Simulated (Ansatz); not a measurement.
# CuO (Tenorite): single point with PBE

CuO (Tenorite):

```
CELL_PARAMETERS angstrom
2.34465 -1.71340 0.00000
2.34465 1.71340 0.00000
-0.86055 0.00000 5.05944
ATOMIC_POSITIONS crystal
Cu 0.50570 0.99000 0.49524
Cu 0.01154 0.50101 0.99728
O 0.40012 0.57752 0.76099
O 0.57635 0.41408 0.25814
```

The cell isn't the ideal one: atoms moved at random, drawn with an rms of 0.05 Å.

* Program: Ansatz 0.2.0
* Task: single point
* Functional: PBE
* Potentials or basis: Ansatz PAW
* Cutoff: 420 eV (not typed: the program's choice for these potentials)
* k mesh: 10 × 10 × 5
* Occupations: fermi-dirac, width 0.05 eV
* Spin: no spin polarisation

```yaml
Pressure: 6.5 GPa
Largest_force: 1.579 eV/Å
Band_gap_on_the_k_mesh: none (metal or under the smearing width)
```

Forces in eV/Å, atoms in the order of the input:
```
Cu  -0.212  0.228  0.877
Cu  -1.119  0.520  0.811
O    0.907 -0.753 -1.052
O    0.424  0.004 -0.636
```

Stress tensor (GPa, compression positive):
```
 6.98 -0.01 -2.76
-0.01  6.85  0.74
-2.76  0.74  5.76
```

Levels at points of the mesh, in eV from the Fermi level:
| k point | band 21 | band 22 | band 23 | band 24 | band 25 | band 26 | band 27 | band 28 | band 29 | band 30 |
| --- | --- | --- | --- | --- | --- | --- | --- | --- | --- | --- |
| (0.00, 0.00, 0.00) | -2.29 | -2.17 | -2.06 | -1.63 | 0.21 | 0.92 | 1.68 | 6.01 | 8.11 | 13.27 |
| (0.00, -0.50, 0.00) | -2.02 | -1.58 | -1.48 | -1.35 | -0.11 | 0.36 | 4.87 | 6.27 | 6.88 | 11.06 |
| (-0.50, 0.00, 0.00) | -2.09 | -1.57 | -1.48 | -1.37 | 0.00 | 0.27 | 4.92 | 6.28 | 6.91 | 10.95 |
| (-0.50, -0.50, 0.00) | -2.13 | -2.08 | -1.67 | -1.21 | -0.65 | 1.01 | 3.38 | 6.95 | 8.55 | 9.91 |

Wall time 12 s on 2 threads of AMD EPYC 7R43 64-Core Processor (Zen 3), with other jobs on the host, peak memory 0.5 GiB.

Caveat: the pressure holds a Pulay correction of +0.7 GPa for the finite cutoff; the run has no spin polarisation, though such a crystal can be magnetic; semilocal functionals often make such compounds metallic where correlation or magnetic order opens a gap, which also shifts bond lengths.
